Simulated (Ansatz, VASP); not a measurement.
# Two plane-wave programs on GaN

```
Ga N
1.0
     3.90775    0.00000    0.00000
     0.00000    3.90775    0.00000
     0.00000    0.00000    4.10527
Ga N
2 2
Direct
  0.50000 0.50000 0.00000
  0.00000 0.00000 0.00000
  0.50000 0.00000 0.83981
  0.00000 0.50000 0.16019
```

Alike in both runs: task single point; functional PBE; dispersion D3(BJ); k mesh 4 × 4 × 4; occupations gaussian, width 0.1 eV; no spin polarisation.

|  | VASP | Ansatz |
| --- | --- | --- |
| version | VASP 6.6.1 | Ansatz 0.2.0 |
| potentials or method | VASP PAW PBE potentials, release 64 (Ga_d, N) | scalar-relativistic, plane waves, PAW |
| plane-wave cutoff (eV) | 520 | 420 |
| valence electrons in the cell | 36 | 36 |

```tsv
	VASP	Ansatz	Ansatz less VASP
gap on the k mesh at the Fermi level (eV)	0.35	0.37	+0.014
least direct gap on the mesh (eV)	1.26	1.28	+0.012
pressure (GPa)	-11.9	-12.2	-0.30
largest component of the traceless stress (GPa)	7.21	7.49	+0.279
rms of the force components (eV/Å)	0.210	0.222	+0.0118
```

Atom by atom the forces differ by 0.012 eV/Å (rms over components).
